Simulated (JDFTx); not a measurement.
Runs of JDFTx 1.7.0 (patched build) on Ti. It takes space group Im-3m (No. 229, cubic). The conventional cell has a = 3.282 Å, b = 3.282 Å, c = 3.282 Å, α = 90.00°, β = 90.00°, γ = 90.00°. Ti (site symmetry m-3m) is surrounded by 8 Ti at 2.84 Å. This isn't the form of Ti at room conditions, which is hcp.

| task | level | potentials or basis | cell | smearing | local potential set to -Z/r beyond | max SCF steps | SCF threshold on the energy | solver of the electrons | further solve for the empty bands | gap on the mesh (eV) | pressure (GPa) | relaxed volume (Å³/atom) |
| --- | --- | --- | --- | --- | --- | --- | --- | --- | --- | --- | --- | --- |
| single point | LDA | PseudoDojo-SR-LDA-0.4.1-standard with smoothed tails | as given | fermi-dirac 0.05 eV | 6 bohr | 100 | 1e-09 Ha | scf | yes | none | (a) | - |
| relaxation of cell and atoms | PBEsol | PseudoDojo-SR-PBEsol-0.4.1-standard | relaxed | fermi-dirac 0.05 eV | - | 100 | 1e-10 Ha | scf | no | none | 0.0 | 16.54 |
| relaxation of cell and atoms | LDA | PseudoDojo-SR-LDA-0.4.1-standard with smoothed tails | relaxed | fermi-dirac 0.05 eV | 6 bohr | 100 | 1e-09 Ha | scf | no | none | 0.0 | 15.86 |
| single point | LDA | PseudoDojo-SR-LDA-0.4.1-standard with smoothed tails | as given | gaussian 0.05 eV | 6 bohr | 100 | 1e-09 Ha | scf | yes | none | -11.2 | - |

Alike in all rows: no spin polarisation; k mesh 11 × 11 × 11; cutoff (eV) 1143.

Q: Fill in the values left out.

A: (a) -10.9.

Caveats: the plane waves are those of the starting cell, so after so large a change of volume the result is rough (some runs); the volume moved by -10 % from the deposited cell, more than functionals usually miss (some runs).

A k mesh can miss the band edges.

A gap of «none» marks a metal or a gap under the smearing width.

Not every run made on this cell is shown here.
